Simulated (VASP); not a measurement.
Write the native input for VASP 6.6.1 that does the following.

* Task: single point
* Functional: PBE
* Potentials or basis: VASP PAW PBE potentials, release 54 (Hf_pv, C)
* Cutoff: 520 eV
* k mesh: 10 × 10 × 10
* Occupations: gaussian, width 0.05 eV
* Spin: no spin polarisation
* Further INCAR settings: ALGO = Fast; EDIFF = 1e-06; NBANDS = 14

The structure of HfC lies in POSCAR:

```
HfC
1.0
    0.0000000000      2.3250000000      2.3250000000
    2.3250000000      0.0000000000      2.3250000000
    2.3250000000      2.3250000000      0.0000000000
Hf C
1 1
Cartesian
    2.3250000000      2.3250000000      2.3250000000
    0.0000000000      0.0000000000      0.0000000000
```

These files were run (other wordings do the same):

INCAR

```
SYSTEM = HfC
ALGO     = Fast           ! electronic algorithm
EDIFF    = 1E-6           ! SCF threshold, eV
ENCUT    = 520            ! plane-wave cutoff, eV
GGA      = PE             ! functional
ISIF     = 2              ! what is computed and relaxed
ISMEAR   = 0              ! smearing method
LASPH    = .TRUE.         ! aspherical terms in the spheres
LCHARG   = .TRUE.         ! write CHGCAR
LELF     = .TRUE.         ! ELF
LREAL    = .FALSE.        ! projectors in reciprocal space
LVHAR    = .TRUE.       
LWAVE    = .FALSE.        ! write WAVECAR
NBANDS   = 14             ! bands
NELM     = 60             ! most SCF steps
PREC     = Accurate       ! precision mode
SIGMA    = 0.05           ! smearing width, eV
```

KPOINTS

```
k-points
0
G
  10 10 10
  0 0 0
```

Potentials or basis: VASP PAW PBE potentials, release 54 (Hf_pv, C).

Run with:

```sh
$ cat potpaw_PBE.54/Hf_pv/POTCAR potpaw_PBE.54/C/POTCAR > POTCAR
$ mpirun -np 1 vasp_std > vasp.out
```

Results of the run:

```
Pressure               : -0.4 GPa
Band gap on the k mesh : none (metal or under the smearing width)
```

It took 7.9 s on 1 thread of Intel(R) Xeon(R) Platinum 8488C (Sapphire Rapids), with other jobs on the host, peak memory 0.14 GiB.
